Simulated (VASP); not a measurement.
# CaO in VASP 6.6.1, single-point calculation

INCAR

```
NBANDS = 15
ISMEAR = 0
EDIFF = 1E-7
SIGMA = 0.01
METAGGA = R2SCAN
LCHARG = .FALSE.
IBRION = -1
LASPH = .TRUE.
ISPIN = 2
ISIF = 2
ENCUT = 520
PREC = Accurate
MAGMOM = 0.5 0.5
NELM = 120
NSW = 0
LREAL = .FALSE.
LWAVE = .FALSE.
ALGO = Normal
```

KPOINTS

```
KPOINTS created by Atomic Simulation Environment
0
Gamma
10 10 10
0 0 0
```

POSCAR

```
Ca O
 1.0000000000000000
     0.0000000000000000    2.4934521181000000    2.4934521181000000
     2.4934521181000000    0.0000000000000000    2.4934521181000000
     2.4934521181000000    2.4934521181000000    0.0000000000000000
 Ca  O
   1   1
Cartesian
  0.0000000000000000  0.0000000000000000  0.0000000000000000
  2.4934521181000004  2.4934521181000004  2.4934521181000004
```

The recommended PBE PAW datasets give the neutral cell 16 valence electrons.

Command

```
mpirun -np 1 vasp_std
```

How does this run end, and what does it give?

It converged. Results: pressure -10.0 GPa; magnetic moment of the cell 0.00 μB.

OSZICAR

```
N       E                     dE             d eps       ncg     rms          rms(c)
DAV:   1     0.117635580263E+03    0.11764E+03   -0.82120E+03  2820   0.106E+03
DAV:   2    -0.190784816722E+02   -0.13671E+03   -0.12773E+03  3606   0.293E+02
DAV:   3    -0.247729428244E+02   -0.56945E+01   -0.56460E+01  3577   0.618E+01
DAV:   4    -0.249292093564E+02   -0.15627E+00   -0.15618E+00  3628   0.940E+00
DAV:   5    -0.249317240112E+02   -0.25147E-02   -0.25146E-02  3354   0.110E+00    0.849E+00
DAV:   6    -0.191615045547E+02    0.57702E+01   -0.37258E+00  3853   0.230E+01    0.293E+00
DAV:   7    -0.193348309606E+02   -0.17333E+00   -0.47077E-01  3044   0.480E+00    0.207E+00
DAV:   8    -0.193430660472E+02   -0.82351E-02   -0.66542E-02  3149   0.255E+00    0.105E+00
DAV:   9    -0.193479475264E+02   -0.48815E-02   -0.15519E-02  3275   0.133E+00    0.314E-01
DAV:  10    -0.193471972386E+02    0.75029E-03   -0.49119E-03  3262   0.606E-01    0.872E-02
DAV:  11    -0.193473246203E+02   -0.12738E-03   -0.31699E-04  4085   0.163E-01    0.453E-02
DAV:  12    -0.193474019966E+02   -0.77376E-04   -0.64307E-05  2939   0.910E-02    0.154E-02
DAV:  13    -0.193474042087E+02   -0.22121E-05   -0.18829E-05  3399   0.358E-02    0.721E-03
DAV:  14    -0.193474060537E+02   -0.18450E-05   -0.19927E-06  3101   0.172E-02    0.281E-03
DAV:  15    -0.193474061599E+02   -0.10621E-06   -0.28527E-07  3218   0.566E-03    0.685E-04
DAV:  16    -0.193474061213E+02    0.38618E-07   -0.33812E-08  2327   0.186E-03
   1 F= -.19347406E+02 E0= -.19347406E+02  d E =-.146131-154  mag=     0.0000
```

For comparison, a separate r²SCAN run of the intended cell, on usual settings and not on those above, gives a gap of 4.19 eV on its mesh and a pressure of -10.0 GPa.
